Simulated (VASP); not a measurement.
**GaSb in VASP: one cell, several levels of theory**

Aim: gap, levels, forces and stress of GaSb in the zincblende structure, under -0.5 % biaxial strain in x and y, free along z at fixed geometry. Runs: PBE, r2SCAN. The results are then set beside those of Ansatz 0.2.0 for the same cell.

Program: VASP 6.6.1. PAW datasets, plane waves. No spin polarisation and no zero-point or thermal motion.

## 1. Starting point

The cell comes from an earlier relaxation with r2SCAN in another program, then strained, with the atoms relaxed again.

It is tetragonal, I-4m2 (No. 119); a = 4.315 Å, c = 6.156 Å in the conventional setting, 28.65 Å³ an atom. Ga has 4 Sb at 2.65 Å; Sb has 4 Ga at 2.65 Å.

As a file:

```cif
data_structure
_symmetry_space_group_name_H-M 'P 1'
_symmetry_Int_Tables_number 1
_cell_length_a 4.3337
_cell_length_b 4.3337
_cell_length_c 4.3146
_cell_angle_alpha 60.146
_cell_angle_beta 60.146
_cell_angle_gamma 59.708
_cell_volume 57.30
loop_
_atom_site_label
_atom_site_type_symbol
_atom_site_fract_x
_atom_site_fract_y
_atom_site_fract_z
_atom_site_occupancy
Ga1 Ga 0.00000 0.00000 0.00000 1
Sb1 Sb 0.25000 0.25000 0.25000 1
```

## 2. PBE at this geometry

Contents of INCAR:

```
ENCUT = 520.000000
SIGMA = 0.020000
EDIFF = 1.00e-07
GGA = PE
PREC = Accurate
IBRION = -1
ISIF = 2
ISMEAR = -1
NBANDS = 16
NELM = 120
NSW = 0
LASPH = .TRUE.
LCHARG = .FALSE.
LWAVE = .FALSE.
LREAL = .FALSE.
```

Contents of KPOINTS:

```
KPOINTS created by Atomic Simulation Environment
0
Gamma
8 8 8
0 0 0
```

Contents of KPOINTS_OPT:

```
special points
6
Reciprocal
0.0000000000 0.0000000000 0.0000000000 1
-0.5000000000 -0.5000000000 0.0000000000 1
-0.3750000000 -0.3750000000 0.2500000000 1
-0.3750000000 0.0000000000 0.3750000000 1
0.0000000000 0.0000000000 0.5000000000 1
-0.5000000000 -0.2500000000 0.2500000000 1
```

Contents of POSCAR:

```
Ga Sb
 1.0000000000000000
     0.0000000000000000    3.0508559941000000    3.0778970451999998
     3.0508559941000000    0.0000000000000000    3.0778970451999998
     3.0508559941000000    3.0508559941000000    0.0000000000000000
 Ga  Sb
   1   1
Cartesian
  0.0000000000000000  0.0000000000000000  0.0000000000000000
  1.5254279970499998  1.5254279970499998  1.5389485225999999
```

Potentials: the recommended PBE PAW datasets, 18 valence electrons in the neutral cell.

The run is started by

```bash
$ mpirun -np 1 vasp_std
```

Printed to the terminal (iteration lines stand in OSZICAR):

```text
POSCAR found type information on POSCAR GaSb
 POSCAR found :  2 types and       2 ions
 LDA part: xc-table for (Slater+PW92), standard interpolation
 POSCAR, INCAR and KPOINTS ok, starting setup
 FFT: planning ... GRIDC
 FFT: planning ... GRID_SOFT
 FFT: planning ... GRID
 WAVECAR not read
 entering main loop
 Start KPOINTS_OPT (optional k-point list driver)
k-point batch [1-6\6]
```

OSZICAR:

```text
N       E                     dE             d eps       ncg     rms          rms(c)
DAV:   1     0.815056507803E+02    0.81506E+02   -0.85912E+03  1896   0.139E+03
DAV:   2    -0.104460007466E+01   -0.82550E+02   -0.79834E+02  2240   0.300E+02
DAV:   3    -0.729212459344E+01   -0.62475E+01   -0.62345E+01  2344   0.646E+01
DAV:   4    -0.739849657083E+01   -0.10637E+00   -0.10636E+00  2336   0.944E+00
DAV:   5    -0.740103120272E+01   -0.25346E-02   -0.25346E-02  2448   0.129E+00    0.318E+00
DAV:   6    -0.735771965932E+01    0.43312E-01   -0.62568E-02  2752   0.390E+00    0.191E+00
DAV:   7    -0.734470445769E+01    0.13015E-01   -0.38224E-02  2104   0.156E+00    0.348E-01
DAV:   8    -0.734568665306E+01   -0.98220E-03   -0.43324E-03  2512   0.748E-01    0.835E-02
DAV:   9    -0.734617356274E+01   -0.48691E-03   -0.67170E-04  2184   0.201E-01    0.330E-02
DAV:  10    -0.734620407427E+01   -0.30512E-04   -0.37663E-05  2520   0.387E-02    0.882E-03
DAV:  11    -0.734622446957E+01   -0.20395E-04   -0.27996E-05  2128   0.347E-02    0.661E-03
DAV:  12    -0.734622517520E+01   -0.70563E-06   -0.13624E-06  2568   0.854E-03    0.659E-04
DAV:  13    -0.734622507610E+01    0.99101E-07   -0.50502E-08  1712   0.221E-03
   1 F= -.73462251E+01 E0= -.73461474E+01  d E =-.155371E-03
       N       E                     dE             ncg
DAV:   1     0.146711038920E+04   -0.30500E+04      192
DAV:   2     0.975672975117E+03   -0.49144E+03      232
DAV:   3     0.939799382056E+03   -0.35874E+02      240
DAV:   4     0.939194764076E+03   -0.60462E+00      264
DAV:   5     0.939181114957E+03   -0.13649E-01      232
DAV:   6     0.939180327927E+03   -0.78703E-03      304
DAV:   7     0.939180325471E+03   -0.24557E-05      272
DAV:   8     0.939180325444E+03   -0.27303E-07      216
```

The lines after F= are the extra pass for the points of KPOINTS_OPT, at fixed density; their E is not a total energy.

OUTCAR, selected sections:

```text
k-points           NKPTS =     59   k-points in BZ     NKDIM =     59   number of bands    NBANDS=     16

   NELECT =      18.0000    total number of electrons

   dimension x,y,z NGX =    32 NGY =   32 NGZ =   32
   dimension x,y,z NGXF=    64 NGYF=   64 NGZF=   64

  energy-cutoff  :      520.00
  volume of cell :       57.30
      direct lattice vectors                 reciprocal lattice vectors
     0.000000000  3.050855994  3.077897045    -0.163888430  0.163888430  0.162448579
     3.050855994  0.000000000  3.077897045     0.163888430 -0.163888430  0.162448579
     3.050855994  3.050855994  0.000000000     0.163888430  0.163888430 -0.162448579

 k-points in reciprocal lattice and weights: KPOINTS created by Atomic Simulation Env
   0.00000000  0.00000000  0.00000000       0.002
   0.12500000  0.00000000  0.00000000       0.016
   0.25000000  0.00000000  0.00000000       0.016
   0.37500000 -0.00000000  0.00000000       0.016
   0.50000000  0.00000000  0.00000000       0.008
   0.12500000  0.12500000  0.00000000       0.004
   0.25000000  0.12500000  0.00000000       0.016
   0.37500000  0.12500000  0.00000000       0.016
[... 51 more k-points ...]

 E-fermi :   4.8991

 k-point     1 :       0.0000    0.0000    0.0000
  band No.  band energies     occupation
      1     -10.1720      2.00000
      2     -10.1708      2.00000
      3     -10.1708      2.00000
      4     -10.1222      2.00000
      5     -10.1211      2.00000
      6      -6.6077      2.00000
      7       4.8283      1.94381
      8       4.8800      1.44489
      9       4.8800      1.44488
     10       4.8924      1.16644
     11       7.6302      0.00000
     12       7.6302      0.00000
     13       7.6562      0.00000
     14      10.6689      0.00000
     15      13.3777      0.00000
     16      13.5257      0.00000

 k-point     2 :       0.1250    0.0000    0.0000
  band No.  band energies     occupation
      1     -10.1754      2.00000
      2     -10.1697      2.00000
      3     -10.1690      2.00000
      4     -10.1224      2.00000
      5     -10.1213      2.00000
      6      -6.4479      2.00000
      7       2.8538      2.00000
      8       4.5896      2.00000
      9       4.6300      2.00000
     10       5.8906      0.00000
     11       7.9775      0.00000
     12       7.9887      0.00000
     13       8.2885      0.00000
     14      11.4948      0.00000
     15      12.6071      0.00000
     16      12.7096      0.00000

 k-point     3 :       0.2500    0.0000    0.0000
  band No.  band energies     occupation
      1     -10.1852      2.00000
      2     -10.1657      2.00000
      3     -10.1650      2.00000
      4     -10.1227      2.00000
      5     -10.1214      2.00000
      6      -5.9929      2.00000
      7       0.8379      2.00000
      8       4.1352      2.00000
      9       4.1881      2.00000
     10       5.6669      0.00000
     11       8.4948      0.00000
     12       8.5059      0.00000
     13      10.0594      0.00000
     14      12.0566      0.00000
     15      12.4324      0.00000
     16      12.4632      0.00000

 k-point     4 :       0.3750   -0.0000    0.0000
  band No.  band energies     occupation
      1     -10.1948      2.00000
      2     -10.1622      2.00000
      3     -10.1614      2.00000
      4     -10.1224      2.00000
      5     -10.1210      2.00000
      6      -5.3620      2.00000
      7      -0.7844      2.00000
      8       3.7964      2.00000
      9       3.8597      2.00000
     10       5.3716      0.00000
     11       8.6150      0.00000
     12       8.6540      0.00000
     13      11.4576      0.00000
     14      12.3390      0.00000
     15      13.3845      0.00000
     16      13.4179      0.00000

 k-point     5 :       0.5000    0.0000    0.0000
  band No.  band energies     occupation
      1     -10.1987      2.00000
      2     -10.1609      2.00000
      3     -10.1602      2.00000
      4     -10.1221      2.00000
      5     -10.1206      2.00000
      6      -4.9853      2.00000
      7      -1.4986      2.00000
      8       3.6759      2.00000
      9       3.7432      2.00000
     10       5.2630      0.00000
     11       8.5873      0.00000
     12       8.6339      0.00000
     13      11.3313      0.00000
     14      14.2155      0.00000
     15      14.7192      0.00000
     16      14.7893      0.00000

[... the tables of k-points 6 to 59 left out ...]

  Total        0.8919063      0.8919063      0.7590161      0.0000000      0.0000000      0.0000000
  in kB       24.9403368     24.9403368     21.2243329      0.0000000      0.0000000      0.0000000
  external PRESSURE =      23.7016688 kB  Pullay stress =       0.0000000 kB

 POSITION                                       TOTAL-FORCE (eV/Angst)
 -----------------------------------------------------------------------------------
      0.00000      0.00000      0.00000         0.000000      0.000000     -0.000000
      1.52543      1.52543      1.53895        -0.000000     -0.000000      0.000000
 -----------------------------------------------------------------------------------
    total drift:                                0.000001      0.000001      0.000002

  FREE ENERGIE OF THE ION-ELECTRON SYSTEM (eV)
  ---------------------------------------------------
  free  energy   TOTEN  =        -7.3462250761 eV

  energy  without entropy=       -7.3460697048  energy(sigma->0) =       -7.34614739
```

Hardware: 1 MPI rank of Intel Xeon 6975P-C, shared host.

The levels at the points of KPOINTS_OPT are read from vasprun.xml.

Band energies at the special points (eV, zero at the top of v, the last band that the electrons fill by count):

```tsv
point	v−1	v	c	c+1
Γ	0.00	0.00	0.01	2.75
X	-2.55	-2.55	0.93	1.27
U	-3.62	-2.17	1.43	3.92
K	-3.62	-2.22	1.37	3.82
L	-1.20	-1.14	0.38	3.71
W	-3.36	-3.14	3.69	4.32
```

PBE leaves no gap to speak of (0.012 eV). Pressure: 2.37 GPa; the forces vanish within 0.01 eV/Å.

## 3. r2SCAN at this geometry

Contents of INCAR:

```
ENCUT = 520.000000
SIGMA = 0.020000
EDIFF = 1.00e-07
ALGO = Normal
METAGGA = R2SCAN
PREC = Accurate
IBRION = -1
ISIF = 2
ISMEAR = -1
NBANDS = 16
NELM = 120
NSW = 0
LASPH = .TRUE.
LCHARG = .TRUE.
LELF = .TRUE.
LWAVE = .FALSE.
LREAL = .FALSE.
```

KPOINTS is that of step 2.

KPOINTS_OPT is that of step 2.

POSCAR is that of step 2.

The run is started by

```bash
$ mpirun -np 1 vasp_std
```

Printed to the terminal (iteration lines stand in OSZICAR):

```text
POSCAR found type information on POSCAR GaSb
 POSCAR found :  2 types and       2 ions
 -----------------------------------------------------------------------------
|                                                                             |
|                                                                             |
|     You enforced a specific xc type in the INCAR file but a different       |
|     I HOPE YOU KNOW WHAT YOU ARE DOING!                                     |
|                                                                             |
 -----------------------------------------------------------------------------

 LDA part: xc-table for (None), standard interpolation
 POSCAR, INCAR and KPOINTS ok, starting setup
 FFT: planning ... GRIDC
 FFT: planning ... GRID_SOFT
 FFT: planning ... GRID
 WAVECAR not read
 entering main loop
 Start KPOINTS_OPT (optional k-point list driver)
k-point batch [1-6\6]
```

OSZICAR:

```text
N       E                     dE             d eps       ncg     rms          rms(c)
DAV:   1     0.518496255489E+02    0.51850E+02   -0.88568E+03  1896   0.143E+03
DAV:   2    -0.328035197477E+02   -0.84653E+02   -0.81875E+02  2240   0.309E+02
DAV:   3    -0.393174595216E+02   -0.65139E+01   -0.65009E+01  2328   0.671E+01
DAV:   4    -0.394270274937E+02   -0.10957E+00   -0.10956E+00  2280   0.975E+00
DAV:   5    -0.394295322531E+02   -0.25048E-02   -0.25047E-02  2440   0.132E+00    0.291E+00
DAV:   6    -0.375990321957E+02    0.18305E+01   -0.33171E-01  2128   0.854E+00    0.201E+00
DAV:   7    -0.375991139044E+02   -0.81709E-04   -0.74239E-02  2312   0.304E+00    0.545E-01
DAV:   8    -0.376000531634E+02   -0.93926E-03   -0.62422E-03  2392   0.956E-01    0.181E-01
DAV:   9    -0.375998456150E+02    0.20755E-03   -0.55305E-03  2480   0.118E+00    0.634E-02
DAV:  10    -0.375996437194E+02    0.20190E-03   -0.50707E-04  2400   0.368E-01    0.261E-02
DAV:  11    -0.375996251405E+02    0.18579E-04   -0.13052E-04  2640   0.185E-01    0.589E-03
DAV:  12    -0.375996251816E+02   -0.41141E-07   -0.22376E-05  2416   0.759E-02    0.654E-03
DAV:  13    -0.375996216958E+02    0.34858E-05   -0.75340E-06  2480   0.492E-02    0.896E-04
DAV:  14    -0.375996218849E+02   -0.18916E-06   -0.53377E-07  2624   0.663E-03    0.516E-04
DAV:  15    -0.375996222473E+02   -0.36235E-06   -0.29140E-08  1408   0.253E-03    0.265E-04
DAV:  16    -0.375996222564E+02   -0.91068E-08   -0.22869E-08  1176   0.269E-03
   1 F= -.37599622E+02 E0= -.37599622E+02  d E =-.647494E-07
       N       E                     dE             ncg
DAV:   1     0.142970952810E+04   -0.30874E+04      192
DAV:   2     0.920780517654E+03   -0.50893E+03      240
DAV:   3     0.883703974003E+03   -0.37077E+02      232
DAV:   4     0.883065195409E+03   -0.63878E+00      240
DAV:   5     0.883050110732E+03   -0.15085E-01      240
DAV:   6     0.883049120281E+03   -0.99045E-03      288
DAV:   7     0.883049114640E+03   -0.56406E-05      272
DAV:   8     0.883049114608E+03   -0.32398E-07      216
```

Parts of OUTCAR:

```text
k-points           NKPTS =     59   k-points in BZ     NKDIM =     59   number of bands    NBANDS=     16

   NELECT =      18.0000    total number of electrons

   dimension x,y,z NGX =    32 NGY =   32 NGZ =   32
   dimension x,y,z NGXF=    64 NGYF=   64 NGZF=   64

  energy-cutoff  :      520.00
  volume of cell :       57.30
      direct lattice vectors                 reciprocal lattice vectors
     0.000000000  3.050855994  3.077897045    -0.163888430  0.163888430  0.162448579
     3.050855994  0.000000000  3.077897045     0.163888430 -0.163888430  0.162448579
     3.050855994  3.050855994  0.000000000     0.163888430  0.163888430 -0.162448579

 k-points in reciprocal lattice and weights: KPOINTS created by Atomic Simulation Env
   0.00000000  0.00000000  0.00000000       0.002
   0.12500000  0.00000000  0.00000000       0.016
   0.25000000  0.00000000  0.00000000       0.016
   0.37500000 -0.00000000  0.00000000       0.016
   0.50000000  0.00000000  0.00000000       0.008
   0.12500000  0.12500000  0.00000000       0.004
   0.25000000  0.12500000  0.00000000       0.016
   0.37500000  0.12500000  0.00000000       0.016
[... 51 more k-points ...]

 E-fermi :   4.9151

 k-point     1 :       0.0000    0.0000    0.0000
  band No.  band energies     occupation
      1     -10.8202      2.00000
      2     -10.8191      2.00000
      3     -10.8191      2.00000
      4     -10.7632      2.00000
      5     -10.7620      2.00000
      6      -7.2483      2.00000
      7       4.6409      2.00000
      8       4.6957      1.99997
      9       4.6958      1.99997
     10       5.1200      0.00007
     11       7.6483      0.00000
     12       7.6484      0.00000
     13       7.6777      0.00000
     14      11.0300      0.00000
     15      13.6181      0.00000
     16      13.7691      0.00000

 k-point     2 :       0.1250    0.0000    0.0000
  band No.  band energies     occupation
      1     -10.8240      2.00000
      2     -10.8179      2.00000
      3     -10.8171      2.00000
      4     -10.7634      2.00000
      5     -10.7622      2.00000
      6      -7.0795      2.00000
      7       2.7123      2.00000
      8       4.3919      2.00000
      9       4.4345      2.00000
     10       6.0003      0.00000
     11       8.0130      0.00000
     12       8.0267      0.00000
     13       8.4070      0.00000
     14      11.8528      0.00000
     15      12.8647      0.00000
     16      12.9700      0.00000

 k-point     3 :       0.2500    0.0000    0.0000
  band No.  band energies     occupation
      1     -10.8347      2.00000
      2     -10.8134      2.00000
      3     -10.8127      2.00000
      4     -10.7637      2.00000
      5     -10.7623      2.00000
      6      -6.5985      2.00000
      7       0.5754      2.00000
      8       3.9144      2.00000
      9       3.9699      2.00000
     10       5.7673      0.00000
     11       8.5627      0.00000
     12       8.5724      0.00000
     13      10.3186      0.00000
     14      12.3945      0.00000
     15      12.6942      0.00000
     16      12.7229      0.00000

 k-point     4 :       0.3750   -0.0000    0.0000
  band No.  band energies     occupation
      1     -10.8451      2.00000
      2     -10.8095      2.00000
      3     -10.8087      2.00000
      4     -10.7634      2.00000
      5     -10.7619      2.00000
      6      -5.9299      2.00000
      7      -1.1421      2.00000
      8       3.5568      2.00000
      9       3.6232      2.00000
     10       5.4679      0.00000
     11       8.6949      0.00000
     12       8.7337      0.00000
     13      11.7270      0.00000
     14      12.7395      0.00000
     15      13.6990      0.00000
     16      13.7362      0.00000

 k-point     5 :       0.5000    0.0000    0.0000
  band No.  band energies     occupation
      1     -10.8493      2.00000
      2     -10.8080      2.00000
      3     -10.8073      2.00000
      4     -10.7631      2.00000
      5     -10.7616      2.00000
      6      -5.5290      2.00000
      7      -1.8997      2.00000
      8       3.4295      2.00000
      9       3.5000      2.00000
     10       5.3579      0.00000
     11       8.6680      0.00000
     12       8.7147      0.00000
     13      11.6021      0.00000
     14      14.6449      0.00000
     15      15.1392      0.00000
     16      15.2168      0.00000

[... the tables of k-points 6 to 59 left out ...]

  Total        0.2021665      0.2021665      0.0466454      0.0000000      0.0000000     -0.0000000
  in kB        5.6531737      5.6531737      1.3043428      0.0000000      0.0000000     -0.0000000
  external PRESSURE =       4.2035634 kB  Pullay stress =       0.0000000 kB

 POSITION                                       TOTAL-FORCE (eV/Angst)
 -----------------------------------------------------------------------------------
      0.00000      0.00000      0.00000        -0.000000     -0.000000      0.000000
      1.52543      1.52543      1.53895         0.000000      0.000000     -0.000000
 -----------------------------------------------------------------------------------
    total drift:                               -0.000001     -0.000001     -0.000004

  FREE ENERGIE OF THE ION-ELECTRON SYSTEM (eV)
  ---------------------------------------------------
  free  energy   TOTEN  =       -37.5996222564 eV

  energy  without entropy=      -37.5996221916  energy(sigma->0) =      -37.59962222
```

Hardware: 1 MPI rank of Intel Xeon 6975P-C, shared host.

The levels at the points of KPOINTS_OPT are read from vasprun.xml.

Near the gap, in eV above the top of the last filled band v; c is the band after it:

```tsv
point	v−1	v	c	c+1
Γ	0.00	0.00	0.42	2.95
X	-2.67	-2.67	1.15	1.50
U	-3.77	-2.27	1.67	4.25
K	-3.76	-2.33	1.60	4.15
L	-1.27	-1.20	0.66	3.97
W	-3.49	-3.27	4.02	4.62
```

Gap with r2SCAN: 0.42 eV, direct (Γ). The pressure is 0.42 GPa; the forces vanish within 0.01 eV/Å.

Axes a, b and c in the maps are those of this run's conventional cell (a, b, c = 4.315, 4.315, 6.156 Å).

Density in a lattice plane of the grid's cell (edges 4.31 and 6.16 Å, at 0.000 of the third edge), which holds Ga and Sb.

Ten even steps from '0' (-0.34 e/Å³) to '9' (16.56 e/Å³):
```
6520000000000025
2100000000000001
0000000000000000
0000000000000000
0000000000000000
0000000000000000
0000000000000000
0000000000000000
0000000000000000
0000000000000000
0000000000000000
0000000000000000
0000000000000000
0000000000000000
0000000000000000
0000000000000000
0000000000000000
2100000000000001
6520000000000025
9730000000000037
```
Columns run along the first of these edges and rows up along the second, over one cell in 16 and 20 even steps from the bottom left corner. Atoms in the plane (fractional): Ga at (0.00, 0.00), Sb at (0.50, 0.25).

ELF in the same plane.

Ten even steps from ' ' (0.01) to '@' (0.87):
```
    ::----------::----------::  
..::----::::....  ....::::----::
--------::..          ..::------
------::..              ..::----
::::::..                  ..::::
....                          ..
                                
                                
          ....::::::....        
        ..--==++**++==--..      
      ::==**##%%%%%%##**==::    
    ..==**%%%%%%%%%%%%%%**==..  
  ..--**##%%%%%%%%%%%%%%##**--..
..::==##%%@@%%##**##%%@@%%##==::
::==**%%@@@@##++==++##@@@@%%**==
--==**@@@@@@%%******%%@@@@@@**==
----++##@@@@@@%%%%%%@@@@@@##++--
..::==++%%@@@@@@%%@@@@@@%%++==::
    ::==**%%%%%%%%%%%%%%**==::  
--  ..--==**************==--..  
```
Columns run along the first of these edges and rows up along the second, over one cell in 16 and 20 even steps from the bottom left corner. Atoms in the plane (fractional): Ga at (0.00, 0.00), Sb at (0.50, 0.25).

Both are smooth fields of the valence electrons: close to the nuclei they are not physical.

Maxima of ELF outside the ion cores: 0.88 on the Sb–Ga line, 1.1 Å from Sb.

## 4. Summary

```
 level  gap (eV)  pressure (GPa)  Ansatz: gap (eV)  Ansatz: pressure (GPa)
   PBE      0.01            2.37              0.01                    2.28
r2SCAN      0.42            0.42              0.44                    0.32
```

The gap spans 0.01 eV (PBE) to 0.42 eV (r2SCAN). Spin-orbit coupling is left out, though the cell holds Sb (Z = 51); in an element this heavy it can shift bands and gaps by tenths of an eV. At this one volume the pressure spans 0.4 GPa (r2SCAN) to 2.4 GPa (PBE): PBE wants the largest cell and r2SCAN the smallest. The two programs agree on the gap within 0.03 eV, far less than the spread between functionals. The two codes have different PAW datasets and cutoffs. VASP's cell holds 18 valence electrons and Ansatz's 28.
